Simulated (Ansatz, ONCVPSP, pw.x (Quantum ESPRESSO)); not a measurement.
**Equation-of-state test of one ONCV potential (zirconium (Zr))**

zirconium, optimised norm-conserving Vanderbilt (ONCV), made with ONCVPSP 4.0.1.1 (patched build) (PBEsol, scalar-relativistic). Core [Ar] 3d10, reference 4s2 4p6 4d2 (charge +2). Waves: 4s: rc 2.05 bohr, ncon 4, nbas 7, qcut 7.5 1/bohr, 3 projectors, debl 2.4 Ha; 4p: rc 1.65 bohr, ncon 4, nbas 7, qcut 7.5 1/bohr, 2 projectors, debl 0.7 Ha; 4d: rc 2.15 bohr, ncon 4, nbas 9, qcut 6.6 1/bohr, 2 projectors, debl 1.6 Ha. Local part: polynomial inside 1.15 bohr (lpopt 5, dvloc0 2 Ha). Core correction: Teter function fitted to the true core (icmod 2), fcfact 0.7.

In the s channel the program set the typed energies aside and used -2.533, 0.050, 2.450 Ha. In the p channel the program set the typed energies aside and used -1.723, 0.250 Ha.

Crystal test: fcc Zr in pw.x 7.5, no spin, 13³ k-points, Fermi–Dirac smearing 0.01 Ry, cutoffs 60/240 Ry. The reference is all-electron LAPW (Ansatz 0.2.0) with the same functional, mesh and smearing; V0 and B0 come from Birch–Murnaghan fits to the pressures at five volumes. Errors are pseudo minus all-electron; Δ is the rms difference of the E(V) curves that follow from these fits, minima aligned, over ±6 % about the mean V0. Mesh and smearing are coarse, so the numbers serve the comparison and aren't converged zero-temperature values; the lattice is a test structure that the element need not adopt.

| V (Å³/atom) | P all-electron (GPa) | P pseudo (GPa) |
| --- | --- | --- |
| 21.157 | 5.57 | 5.60 |
| 21.714 | 2.78 | 2.81 |
| 22.271 | 0.28 | 0.30 |
| 22.828 | -1.98 | -1.96 |
| 23.385 | -4.02 | -4.00 |

All-electron: a0 = 4.471 Å (V0 = 22.34 Å³/atom), B0 = 94.3 GPa.

Pseudopotential: mean pressure error (GPa): +0.03; a0 (Å): 4.471; a0 error (%): +0.01; B0 error (%): +0.0; Δ (meV/atom): 0.1.

At the middle volume, how do free energy and pressure move when the wave cutoff is lowered (ecutrho kept at four times it)?

```
cutoff (Ry)  shift of F (meV/atom)  shift of P (GPa)
         27                +1165.3            -20.39
         36                 +282.3             -9.10
         48                  +16.4             -1.16
```

Input at the middle volume:

```
&control
  calculation='scf', prefix='x', pseudo_dir='./', outdir='./tmp', tstress=.true., disk_io='none'
/
&system
  ibrav=0, nat=1, ntyp=1, ecutwfc=60, ecutrho=240, nbnd=14,
  occupations='smearing', smearing='fd', degauss=0.01
/
&electrons
  conv_thr=1e-09, mixing_beta=0.4, electron_maxstep=70
/
ATOMIC_SPECIES
Zr 1.0 Zr.UPF
CELL_PARAMETERS angstrom
  0.00000000 2.23307465 2.23307465
  2.23307465 0.00000000 2.23307465
  2.23307465 2.23307465 0.00000000
ATOMIC_POSITIONS crystal
Zr 0.0000 0.0000 0.0000
K_POINTS automatic
13 13 13 0 0 0
```

```bash
pw.x < Zr.scf.in > Zr.scf.out
```

Lines of the output:

```
Message from routine setup:
     using ibrav=0 with symmetry is DISCOURAGED, use correct ibrav instead
     lattice parameter (alat)  =       5.9678  a.u.
     unit-cell volume          =     150.2922 (a.u.)^3
     number of electrons       =        12.00
     number of Kohn-Sham states=           14
     kinetic-energy cutoff     =      60.0000  Ry
     charge density cutoff     =     240.0000  Ry
     scf convergence threshold =      1.0E-09
     Exchange-correlation= PBESOL
     number of k points=    84  Fermi-Dirac smearing, width (Ry)=  0.0100
     iteration #  1     ecut=    60.00 Ry     beta= 0.40
     total energy              =    -115.34987844 Ry
     estimated scf accuracy    <       2.64689755 Ry
     iteration #  2     ecut=    60.00 Ry     beta= 0.40
     total energy              =    -115.33001254 Ry
     estimated scf accuracy    <       0.34645961 Ry
     iteration #  3     ecut=    60.00 Ry     beta= 0.40
     total energy              =    -115.40424581 Ry
     estimated scf accuracy    <       0.00438509 Ry
     iteration #  4     ecut=    60.00 Ry     beta= 0.40
     total energy              =    -115.40470449 Ry
     estimated scf accuracy    <       0.00106516 Ry
     iteration #  5     ecut=    60.00 Ry     beta= 0.40
     total energy              =    -115.40485499 Ry
     estimated scf accuracy    <       0.00000601 Ry
     iteration #  6     ecut=    60.00 Ry     beta= 0.40
     total energy              =    -115.40485559 Ry
     estimated scf accuracy    <       0.00000279 Ry
     iteration #  7     ecut=    60.00 Ry     beta= 0.40
     total energy              =    -115.40485605 Ry
     estimated scf accuracy    <       0.00000007 Ry
     iteration #  8     ecut=    60.00 Ry     beta= 0.40
     total energy              =    -115.40485606 Ry
     estimated scf accuracy    <          3.2E-09 Ry
     iteration #  9     ecut=    60.00 Ry     beta= 0.40
     the Fermi energy is    14.5654 ev
!    total energy              =    -115.40485606 Ry
     estimated scf accuracy    <          2.6E-10 Ry
     smearing contrib. (-TS)   =      -0.00644285 Ry
     The total energy is F=E-TS. E is the sum of the following terms:
     one-electron contribution =     -16.32546516 Ry
     hartree contribution      =      13.42109249 Ry
     xc contribution           =     -34.26704271 Ry
     ewald contribution        =     -78.22699784 Ry
     convergence has been achieved in   9 iterations
          total   stress  (Ry/bohr**3)                   (kbar)     P=        3.03
     Message from routine punch:
     Nothing written, as per user request (disk_io='none')
```

The run at the middle volume (84 k-points, 9 iterations) took about 33 s on one core of a shared host (Neoverse-N1, 64 threads, 124 GiB, load 56).
